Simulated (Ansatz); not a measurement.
The geometry is COD entry 2102087, unchecked; take it as a test cell.

An input for KTaO₃ and the output that it gave: DFT, PBE, all-electron LAPW, scalar-relativistic (Ansatz 0.2.0).

Command: `ansatz run input.yaml --threads 2 --pin off --max-ram 6144MiB --backend cpu --events-out ev --progress --plain --runs-dir out` The run took 55 s on 2 threads of Arm Neoverse V1 (shared host), peak memory 0.51 GiB.

```yaml
crystal:
  lattice:
    - [3.9883, 0.0, 0.0]
    - [0.0, 3.9883, 0.0]
    - [0.0, 0.0, 3.9883]
  atoms:
    - { symbol: K, position: [0.5, 0.5, 0.5] }
    - { symbol: Ta, position: [0.0, 0.0, 0.0] }
    - { symbol: O, position: [0.5, 0.0, 0.0] }
    - { symbol: O, position: [0.0, 0.5, 0.0] }
    - { symbol: O, position: [0.0, 0.0, 0.5] }
kpoints:
  mp_grid: { grid: [5, 5, 5] }
  band_path:
    path:
      - [0.0, 0.0, 0.0]
      - [0.0, 0.5, 0.0]
      - [0.5, 0.5, 0.0]
      - [0.0, 0.0, 0.0]
      - [0.5, 0.5, 0.5]
      - [0.0, 0.5, 0.0]
      - [0.5, 0.5, 0.5]
      - [0.5, 0.5, 0.0]
    npoints: 14
scf:
  occupations: { method: fermi_dirac, width: 0.01 }
hamiltonian:
  xc: pbe
  pseudopotentials: { kind: all_electron, lapw: { basis_error: 0.0005 } }
output:
  forces: true
  stress: true
  eigenvalues: true
  populations: true
  dos: { projected: true, de: 0.2, e_range: [-14, 8] }
```

Output:

```
K: projections on atomic orbitals take those of the free atom 1s2 2s2 2p6 3s2 3p6 4s1, of charge +0.00 (hamiltonian.pseudopotentials.projection_atoms)
Ta: projections on atomic orbitals take those of the free atom 1s2 2s2 2p6 3s2 3p6 3d10 4s2 4p6 4d10 4f14 5s2 5p6 5d3 6s2, of charge +0.00 (hamiltonian.pseudopotentials.projection_atoms)
O: projections on atomic orbitals take those of the free atom 1s2 2s2 2p4, of charge +0.00 (hamiltonian.pseudopotentials.projection_atoms)
LAPW: plane waves up to 11.494 Å⁻¹, error target 5.0e-4 eV per atom; small_component_spin mean_spin; O in spheres of 0.850 Å, 8 of its electrons in bands, Dirac shells []; K in spheres of 1.144 Å, 17 of its electrons in bands, Dirac shells []; Ta in spheres of 1.144 Å, 45 of its electrons in bands, Dirac shells []
Engine: ansatz 0.2.0
Pseudopotentials: kind: all_electron
Pseudopotential: K, LAPW, valence charge 17, Koelling and Harmon's equation, gaussian nucleus
Pseudopotential: Ta, LAPW, valence charge 45, Koelling and Harmon's equation, gaussian nucleus
Pseudopotential: O, LAPW, valence charge 8, Koelling and Harmon's equation, gaussian nucleus
Functional definition: PBE
  parameter kappa = 0.804
  parameter beta = 0.06672455060314922
  exchange = pbe_x(kappa = kappa, mu = beta*pi^2/3)
  correlation = pbe_c(beta = beta)
Crystal: 5 atoms, lattice volume = 63.440 Å³
Basis set: ecut = 503.3070263056667 eV, 1647 PW (Γ), exchange–correlation at level 2
Bands: 52, of which v1, the nominal top of the filled ones, is band 43 counted from 1 (42 counted from 0)
Symmetry: 48 space group operations
Space group: Pm-3m (ITA 221), of the structure as read, at distance tolerance 4.0e-5 Å
k-points: 10 of 125
Non-local potential: K, projectors of the file, none
Non-local potential: Ta, projectors of the file, none
Non-local potential: O, projectors of the file, none
Initial density: superposition of atomic densities (chi_scale 0.1, normalization cell, long waves kept (reshape's long-wave potential 0.00 eV rms))
Initial wavefunctions: plane waves of lowest kinetic energy (no species holds an atomic orbital)
Functional: x = pbe(κ = 0.804, μ = 0.2195149727645171), c = pbe(β = 0.06672455060314922)
iter 1 solved again at ethr=1.72e-2 eV; its pass at ethr=1.00e-1 eV (dr2=1.48e1 eV) is discarded
SCF iter   1: F=—  HF=-447110.979940 eV  |F-HF|=—  |Δ(HF+E_count)|=         —  Δρ=1.43e-1  dr2=1.48e1  ethr=1.72e-2  ⟨swp⟩=2.0  Hψ=3268  notcnv=0
preconditioner: auto → Resta (q_TF=auto, 2.870 Å⁻¹)  ε∞=3.3  [insulator: Δε(μ)=6.277 eV  Ē_g=22.283 eV  σ=0.010 eV  W_gap=1.00  n_scr=26 (ndim 8)  ℏωp=33.6 eV  f_vac=0.038  D(μ)=0.00/eV (n_scr^D=0)  ε∞_Penn≈3.3]
iter 2 solved again at ethr=3.10e-4 eV; its pass at ethr=1.72e-2 eV (dr2=2.67e-1 eV) is discarded
SCF iter   2: F=—  HF=-447105.280961 eV  |F-HF|=—  |Δ(HF+E_count)|=    5.70e0  Δρ=3.14e-2  dr2=2.67e-1  ethr=3.10e-4  ⟨swp⟩=2.8  Hψ=2680  notcnv=0
SCF iter   3: F=—  HF=-447104.786185 eV  |F-HF|=—  |Δ(HF+E_count)|=   4.95e-1  Δρ=2.88e-2  dr2=6.34e-1  ethr=3.10e-4  ⟨swp⟩=3.0  Hψ=1796  notcnv=0
SCF iter   4: F=—  HF=-447104.837518 eV  |F-HF|=—  |Δ(HF+E_count)|=         —  Δρ=7.47e-3  dr2=5.76e-2  ethr=3.10e-4  ⟨swp⟩=3.0  Hψ=1696  notcnv=0
the basis was enlarged: its passes take 604.2 KiB over the memory plan, 2 of 2 planned eigensolver slots
SCF iter   5: F=—  HF=-447104.721869 eV  |F-HF|=—  |Δ(HF+E_count)|=   1.16e-1  Δρ=7.19e-3  dr2=4.27e-2  ethr=6.70e-5  ⟨swp⟩=3.0  Hψ=1653  notcnv=0
SCF iter   6: F=—  HF=-447104.714038 eV  |F-HF|=—  |Δ(HF+E_count)|=   7.83e-3  Δρ=5.38e-3  dr2=2.49e-2  ethr=4.96e-5  ⟨swp⟩=3.0  Hψ=1644  notcnv=0
SCF iter   7: F=—  HF=-447104.707418 eV  |F-HF|=—  |Δ(HF+E_count)|=   6.62e-3  Δρ=2.14e-3  dr2=4.06e-3  ethr=2.90e-5  ⟨swp⟩=2.0  Hψ=1542  notcnv=0
SCF iter   8: F=—  HF=-447104.706289 eV  |F-HF|=—  |Δ(HF+E_count)|=   1.13e-3  Δρ=3.96e-4  dr2=1.39e-4  ethr=4.72e-6  ⟨swp⟩=2.0  Hψ=1630  notcnv=0
SCF iter   9: F=—  HF=-447104.706251 eV  |F-HF|=—  |Δ(HF+E_count)|=   3.77e-5  Δρ=3.86e-5  dr2=1.26e-6  ethr=1.61e-7  ⟨swp⟩=2.1  Hψ=1541  notcnv=0
SCF iter  10: F=-447104.706252 eV  HF=-447104.706252 eV  |F-HF|=2.75e-8  |Δ(HF+E_count)|=   6.24e-7  Δρ=7.12e-6  dr2=2.63e-8  ethr=1.46e-9  ⟨swp⟩=3.0  Hψ=1581  notcnv=0
SCF 1 converged in 10 iterations: F = -447104.706252 eV  dr2 = 2.63e-8
NSCF: frozen V_eff on 99 k-points
SCF converged after 10 iterations
Free energy (F): -447104.706252 eV
Harris-Foulkes:  -447104.706252 eV  (|F-HF|=2.75e-8)
Internal energy: -447104.706252 eV  (E = F + TS)
E sigma→0 (E₀):  -447104.706252 eV
Fermi energy:    11.844843 eV
--- Per-component energies (eV) ---
  E_band       = -10889.241531
  E_kinetic    = 496580.731028
  E_xc         = -10234.398712
  E_electrostatic = -933451.038568  (all electrons and nuclei)
  E_smearing   = -0.000000  (= −TS)
  E_closure    = 0.000000  (closes the sum)
  E_atoms      = -447065.671886  (free atoms, spherical and without spin; not in F)
  Σ components = -447104.706252   (vs F -447104.706252, Δ=0.00e0)
  Basis errors (estimates in eV, not in F): energy 2.2e-4 per atom: plane waves 2.0e-4 (1.1e-4 summed), levels above the bands 0.0e0, relativity 5.0e-8, radial functions 2.0e-5, core shells 1.1e-12; eigenvalues (radial functions only) 1.7e-5; not estimated: angular momenta, meshes, grids; target (lapw.basis_error) 5.0e-4; muffin-tin radii O 0.850 Å, K 1.144 Å, Ta 1.144 Å
--- Forces (eV/Å), atoms counted from 1 ---
  atom   1  K      0.00000000     0.00000000     0.00000000
  atom   2  Ta     0.00000000     0.00000000     0.00000000
  atom   3  O     -0.00000000    -0.00000000     0.00000000
  atom   4  O      0.00000000     0.00000000     0.00000000
  atom   5  O      0.00000000     0.00000000     0.00000000
  max |Σ_I F_I| component: 1.15e-29 eV/Å
--- Stress (GPa, compression-positive) ---
        5.485793       0.000000       0.000000
        0.000000       5.485793       0.000000
        0.000000       0.000000       5.485793
  P = ⅓ Tr σ = 5.4858 GPa (54.858 kbar)
--- Band table (eV; the first three rows and the last of 10) ---
  k-point 0: bands = ["-523.4428", "-493.1472", "-493.1472", "-493.1472", "-383.9701", "-383.9701", "-383.9701", "-334.2755", "-260.9722", "-260.9722", "-260.9722", "-205.5444", "-205.5444", "-205.5444", "-205.5248", "-205.5248", "-56.6565", "-23.1978", "-23.1978", "-23.1978", "-16.5269", "-8.4450", "-8.4450", "-8.4450", "-8.4443", "-8.4345", "-8.4345", "-8.4345", "-6.7439", "-6.0484", "-6.0484", "-0.0756", "-0.0756", "-0.0756", "8.3838", "8.3838", "8.3838", "9.7336", "9.7336", "9.7336", "10.1789", "10.1789", "10.1789", "13.0093", "13.0093", "13.0093", "17.4145", "17.6120", "17.6120", "18.8571", "18.8571", "21.9700"]
  k-point 1: bands = ["-523.4428", "-493.1472", "-493.1472", "-493.1472", "-383.9701", "-383.9701", "-383.9701", "-334.2755", "-260.9722", "-260.9722", "-260.9722", "-205.5444", "-205.5444", "-205.5444", "-205.5248", "-205.5248", "-56.6563", "-23.2301", "-23.1966", "-23.1966", "-16.5173", "-8.4713", "-8.4445", "-8.4445", "-8.4444", "-8.4346", "-8.4337", "-8.4337", "-6.6554", "-6.0404", "-5.7923", "-0.0625", "-0.0625", "-0.0261", "7.4261", "8.3395", "8.3395", "9.2062", "9.2062", "9.3403", "9.5680", "10.0460", "10.0460", "13.0627", "14.0714", "14.0714", "17.6298", "17.9955", "18.9545", "19.3264", "19.5137", "21.6968"]
  k-point 2: bands = ["-523.4428", "-493.1472", "-493.1472", "-493.1472", "-383.9701", "-383.9701", "-383.9701", "-334.2755", "-260.9722", "-260.9722", "-260.9722", "-205.5444", "-205.5444", "-205.5444", "-205.5248", "-205.5248", "-56.6560", "-23.2816", "-23.1946", "-23.1946", "-16.5018", "-8.5021", "-8.4445", "-8.4439", "-8.4439", "-8.4348", "-8.4323", "-8.4323", "-6.6390", "-6.0275", "-5.1776", "-0.0412", "-0.0412", "0.0551", "5.6691", "8.2636", "8.2636", "8.5751", "8.5751", "8.7393", "9.3199", "9.9661", "9.9661", "13.1527", "15.5829", "15.5829", "17.6495", "19.0583", "19.8497", "20.1462", "21.2826", "21.5166"]
  k-point 9: bands = ["-523.4428", "-493.1472", "-493.1472", "-493.1472", "-383.9701", "-383.9701", "-383.9701", "-334.2755", "-260.9722", "-260.9722", "-260.9722", "-205.5444", "-205.5444", "-205.5444", "-205.5248", "-205.5248", "-56.6550", "-23.2740", "-23.2737", "-23.2737", "-16.4740", "-8.5010", "-8.4998", "-8.4998", "-8.4448", "-8.4306", "-8.4306", "-8.4306", "-5.2530", "-5.1431", "-5.1431", "-0.2832", "-0.2832", "-0.2062", "5.6345", "5.7159", "5.7159", "6.8747", "7.0258", "7.0258", "10.5755", "10.5755", "10.6705", "16.8339", "16.9234", "16.9234", "20.1062", "20.1062", "20.1118", "22.0803", "22.5129", "22.5129"]
--- Löwdin populations: 5 sites ---
  site symbol       q [e]
     0      K     18.1877
     1     Ta     71.3900
     2      O      8.7453
     3      O      8.7453
     4      O      8.7453
  spilling = 0.001607 (of n_electrons = 116.000000)
```
